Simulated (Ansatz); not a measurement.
In doubt: masses and optical values from hybrid runs of this build are listed as unsure (in some of the runs), which bears on the screening that GW takes from such a start.

The crystal is LiBr (Fm-3m).

```
Li Br
1.0
     0.00000    2.75065    2.75065
     2.75065    0.00000    2.75065
     2.75065    2.75065    0.00000
Li Br
1 1
Direct
  0.00000 0.00000 0.00000
  0.50000 0.50000 0.50000
```

The cell and positions come from the Crystallography Open Database and are kept as given unless a step says otherwise.

Gaps computed with Ansatz 0.2.0 without a self-energy: HSE06 6.15 eV, PBE0 6.85 eV and LDA 4.64 eV.

**Question.** Estimate the G0W0@HSE06 gap with 6×6×6 mesh, 124 empty bands, screening to 120 eV, PAW set soft_1 files.

About 7.62 eV: on its mesh the run moves the gap from 6.15 eV by +1.47 eV. Among the scalar-relativistic levels given, PBE0 is nearest (−0.77 eV). Bands and cutoff are finite, so the gap is not at the basis limit. The miss can reach some tenths of an eV and take either sign; the mesh is an error of its own. The many-body steps are scalar-relativistic: spin-orbit coupling is not in them.

[Paths, hosts, dates, memory and timing lines, banners, echoed tables and standing remarks are left out of the program output.]

[Logs are printed without paths, hosts, clocks, repeated set-up lines and the standing remarks that a program may print on its own settings, such as how far it seeks lower states.]

[Runs of the session that timed out or met a known fault of the program may be left out.]

[Cells called generated may have been cut or substituted from an entry of the Crystallography Open Database or the Materials Project.]

[Hosts, paths, dates, database ids (printed as entryN), source tags and the programs' standing remarks are cut or masked in the printed files.]
